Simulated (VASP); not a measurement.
# HfB2 (P6/mmm) in VASP: notebook, part 2 of 2

VASP 6.6.1. The steps go on from the part before.

## 5. Phonons, rSCAN (cell strained at random at fixed volume)

POSCAR reads:

```
HfB2
1.0
    3.1490780000      0.0298060000      0.0200470000
   -1.5487260000      2.7227200000     -0.0077660000
    0.0222180000      0.0028890000      3.4472200000
Hf B
1 2
Cartesian
    0.0000000000      0.0000000000      0.0000000000
    1.5942523335      0.9288884999      1.7343860000
    0.0283176665      1.8265265001      1.7251150000
```

INCAR.step1 reads:

```
  PREC = Normal
  ENCUT = 600
  EDIFF = 1E-8
  ISMEAR = 0
  SIGMA = 0.1
  LREAL = F
  LASPH = T
  NELM = 100
  ALGO = Normal
  ISIF = 3
  LWAVE = F
  LCHARG = F
  METAGGA = RSCAN
  LMIXTAU = T
  IBRION = 2
  NSW = 40
  EDIFFG = -0.002
```

INCAR.step2 reads:

```
  PREC = Normal
  ENCUT = 600
  EDIFF = 1E-8
  ISMEAR = 0
  SIGMA = 0.1
  LREAL = F
  LASPH = T
  NELM = 100
  ALGO = Normal
  ISIF = 2
  LWAVE = F
  LCHARG = F
  METAGGA = RSCAN
  LMIXTAU = T
  IBRION = 6
  NFREE = 2
  POTIM = 0.015
  NSW = 1
```

KPOINTS reads:

```
regular mesh
0
Gamma
  7 7 6
```

Potentials or basis: VASP PAW PBE potentials, release 64 (Hf_pv, B).

On the command line:

```
$ cat potpaw_PBE.64/Hf_pv/POTCAR potpaw_PBE.64/B/POTCAR > POTCAR
$ cp INCAR.step1 INCAR
$ mpirun -np 1 vasp_std > vasp.out
$ cp CONTCAR POSCAR
$ cp INCAR.step2 INCAR
$ mpirun -np 1 vasp_std > vasp.out
```

OUTCAR:

```text
PREC = Normal
   ENCUT = 600
   EDIFF = 1E-8
   ISMEAR = 0
   LREAL = F
   LASPH = T
   NELM = 100
   ISIF = 2
   METAGGA = RSCAN
   IBRION = 6
   NFREE = 2
   POTIM = 0.015
   NSW = 1

 ion  position               nearest neighbor table
   1  0.000  0.000  0.000-   2 2.51   3 2.51   3 2.51   2 2.51   2 2.51   3 2.51   2 2.51   3 2.51
                             3 2.51   2 2.51   3 2.51   2 2.51
   2  0.667  0.333  0.500-   3 1.81   3 1.81   3 1.81   1 2.51   1 2.51   1 2.51   1 2.51   1 2.51
[... 802 lines left out ...]
  z     0.00000     0.00000     0.00000     0.00000     0.00000     0.00000

 INTERNAL STRAIN TENSOR FOR ION    3 for displacements in x,y,z  (eV/Angst):
          X           Y           Z          XY          YZ          ZX
  --------------------------------------------------------------------------------
  x    -0.00154    -0.00095     0.00042     3.09714     0.00144    -0.00074
  y     3.11106    -3.08226    -0.02770    -0.00007    -0.00173     0.00143
  z    -0.00006    -0.00086    -0.00479     0.00089     0.00049    -0.00122

 Eigenvectors and eigenvalues of the dynamical matrix
 ----------------------------------------------------

   1 f  =   23.692887 THz   148.866797 2PiTHz  790.309630 cm-1    97.985862 meV
             X         Y         Z           dx          dy          dz
      0.000000  0.000000  0.000000    -0.000000   -0.000000   -0.000000
      1.565660  0.903947  1.735630    -0.017462    0.706891    0.000060
     -0.000019  1.807861  1.735575     0.017462   -0.706891   -0.000060
[... 43 lines left out ...]
   9 f/i=    0.005313 THz     0.033383 2PiTHz    0.177223 cm-1     0.021973 meV
             X         Y         Z           dx          dy          dz
      0.000000  0.000000  0.000000     0.228196   -0.841742    0.362200
      1.565660  0.903947  1.735630     0.056118   -0.207432    0.089034
     -0.000019  1.807861  1.735575     0.056118   -0.207432    0.089034

 ELASTIC MODULI CONTR FROM IONIC RELAXATION (kBar)
 Direction    XX          YY          ZZ          XY          YZ          ZX
 --------------------------------------------------------------------------------
 XX         -42.3723     41.9799      0.3772      0.0215      0.0235     -0.0195
 YY          41.9799    -41.5913     -0.3738      0.0122     -0.0233      0.0193
 ZZ           0.3772     -0.3738     -0.0036     -0.0057     -0.0002      0.0001
 XY           0.0215      0.0122     -0.0057    -42.0084     -0.0196      0.0101
 YZ           0.0235     -0.0233     -0.0002     -0.0196     -0.0000      0.0000
 ZX          -0.0195      0.0193      0.0001      0.0101      0.0000     -0.0000
 --------------------------------------------------------------------------------
```

Wall time 32 min (1 thread of Intel Xeon Platinum 8488C (Sapphire Rapids), shared host); peak memory 0.25 GiB.

Results:

```
Relaxed volume                                          : 9.83 Å³/atom
Relaxed cell                                            : a = 3.131 Å, b = 3.131 Å, c = 3.471 Å, α = 90.00°, β = 90.00°, γ = 120.00°
Space group after relaxing (to 0.05 Å)                  : P6/mmm (No. 191)
Highest phonon frequency at Γ, LO-TO splitting left out : 790 cm⁻¹
```

The path:
| step | energy change (eV) | largest force (eV/Å) | pressure (GPa) | volume (Å³) |
| --- | --- | --- | --- | --- |
| 1 | 0.0000 | 0.0661 | -2.23 | 29.71 |
| 2 | -0.0096 | 0.1211 | 3.48 | 29.11 |
| 3 | -0.0198 | 0.0451 | 0.95 | 29.36 |
| 4 | -0.0204 | 0.0023 | -0.80 | 29.57 |
| 5 | -0.0206 | 0.0162 | -0.23 | 29.50 |
| 6 | -0.0206 | 0.0070 | 0.10 | 29.47 |
| 7 | -0.0207 | 0.0011 | 0.02 | 29.48 |

Final structure:
```
CELL_PARAMETERS angstrom
3.13129 0.00008 -0.00015
-1.56558 2.71177 0.00004
-0.00007 -0.00004 3.47131
ATOMIC_POSITIONS crystal
Hf 0.00000 0.00000 0.00000
B 0.66667 0.33333 0.50002
B 0.33333 0.66667 0.49998
```

Phonon frequencies in cm⁻¹ (negative: imaginary):
| q point | frequencies |
| --- | --- |
| (0.000, 0.000, 0.000) | 0 0 0 446 446 469 496 790 790 |

Caveat: the first step relaxes the cell, so the strain put on the starting cell is gone in the result; the PAW data sets were made with another functional, which shifts forces and pressure a little. Spin-orbit coupling is left out, which matters for the levels of Hf.

## 6. The reference run

An earlier run on the cell as given: functional PBEsol; potentials or basis VASP PAW PBE potentials, release 64 (Hf_pv, B); cutoff 520 eV; k mesh 10 × 10 × 8; occupations fermi-dirac, width 0.05 eV; no spin polarisation.

- Pressure: -4.4 GPa
- Band gap on the k mesh: none (metal or under the smearing width)

## 7. Summary

| task | level | potentials or basis | spin | U | cell | k mesh | cutoff (eV) | smearing | LDAUTYPE | hund's J | monkhorst-Pack mesh | ladder | other keys | pressure (GPa) |
| --- | --- | --- | --- | --- | --- | --- | --- | --- | --- | --- | --- | --- | --- | --- |
| band structure | PBE+D3+U | VASP PAW PBE potentials, release 64 (Hf_pv, B) | SOC, no magnetisation | Hf d U = 6 eV, J = 0.9 eV | cell strained at random at fixed volume | 7 × 7 × 6 | 520 | gaussian 0.05 eV | 1 | 0.9 | - | - | - | - |
| density of states | TPSS | VASP PAW PBE potentials, release 64 (Hf_pv, B_h) | off | - | as given | 10 × 10 × 8 | 900 | gaussian 0.05 eV | - | - | yes | - | shifted = yes | -2.2 |
| equation of state | vdW-DF | VASP PAW PBE potentials, release 64 (Hf_pv, B_h) | off | - | as given | 10 × 10 × 8 | 900 | fermi-dirac 0.02 eV | - | - | - | - | - | - |
| phonons | rSCAN | VASP PAW PBE potentials, release 64 (Hf_pv, B) | off | - | relaxed from: cell strained at random at fixed volume | 7 × 7 × 6 | 600 | gaussian 0.1 eV | - | - | - | - | PREC = Normal | - |
| single point | PBEsol | VASP PAW PBE potentials, release 64 (Hf_pv, B) | off | - | as given | 10 × 10 × 8 | 520 | fermi-dirac 0.05 eV | - | - | - | free | - | -4.4 |

Caveats: the PAW data sets were made with another functional, which shifts forces and pressure a little (some runs); the U is typed as a test and isn't derived for this compound (some runs); the cell was scaled at fixed shape and fractional positions, which overstates the stiffness of a crystal with free parameters, most of all of layers and chains (some runs); the first step relaxes the cell, so the strain put on the starting cell is gone in the result (some runs).

Total energies depend on the potentials used, so only differences within one code and one set of settings carry meaning.
